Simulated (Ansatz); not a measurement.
Input and command of a plane-wave DFT calculation in Ansatz:

```yaml
crystal:
  lattice:
    - [0.0, 2.3192549574, 2.3192549574]
    - [2.3192549574, 0.0, 2.3192549574]
    - [4.6385099148, 4.6385099148, 0.0]
  atoms:
    - { symbol: Co, position: [1.0, 0.0, 0.0], spin: 3.0 }
    - { symbol: O, position: [0.25, 0.25, 0.125] }
    - { symbol: Co, position: [1.0, 0.0, 0.5], spin: -3.0 }
    - { symbol: O, position: [0.25, 0.25, 0.625] }
basis:
  ecutwfc: 420
kpoints:
  mp_grid: { grid: [14, 14, 7] }
hamiltonian:
  xc: pbe
  hubbard: { sites: [{ species: Co, l: d, u_eff: 3.32 }] }
scf:
  occupations: { method: gaussian, width: 0.02 }
output:
  forces: true
  stress: true
  eigenvalues: true
  populations: true
magnetization:
  spin_polarized: true
```

```bash
ansatz run input.yaml --threads 1 --pin off --max-ram 2560MiB --backend cpu --events-out ev --progress --plain --runs-dir out
```

Processor: Intel(R) Xeon(R) Processor @ 2.70GHz, 1 thread, on a host shared with other jobs.

Problem. Estimate time, memory and problem size.

Solution. About 3.3 min on 1 thread of Intel(R) Xeon(R) Processor @ 2.70GHz (shared host), peak memory 2 GiB. It solves 32 bands at 144 k points (the mesh reduced by the symmetry that the task leaves, which can be less than the crystal's) with about 1007 plane waves, in 24 SCF iterations.
